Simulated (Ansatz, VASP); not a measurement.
**One calculation of Al, two programs**

```
Al
1.0
    -0.04048    2.00374    2.00374
     2.00374   -0.04048    2.00374
     2.00374    2.00374   -0.04048
Al
1
Direct
  0.00000 0.00000 0.00000
```

Change from the starting cell: equal xy, yz and zx shear strains of -2 %.

Alike in both runs: task single point; functional PBEsol; k mesh 14 × 14 × 14; occupations fermi-dirac, width 0.05 eV; no spin polarisation.

|  | VASP | Ansatz |
| --- | --- | --- |
| version | VASP 6.6.1 | Ansatz 0.2.0 |
| potentials or method | VASP PAW PBE potentials, release 64 (Al), cutoff 520 eV | all-electron LAPW, scalar-relativistic |

|  | VASP | Ansatz | Ansatz less VASP |
| --- | --- | --- | --- |
| pressure (GPa) | -1.9 | -2.0 | -0.04 |
| largest component of the traceless stress (GPa) | 0.06 | 0.07 | +0.008 |

Ansatz ran all-electron here, so the differences hold the error of VASP's frozen core and of both bases.

Caveats: the PAW data sets were made with another functional, which shifts forces and pressure a little (VASP).
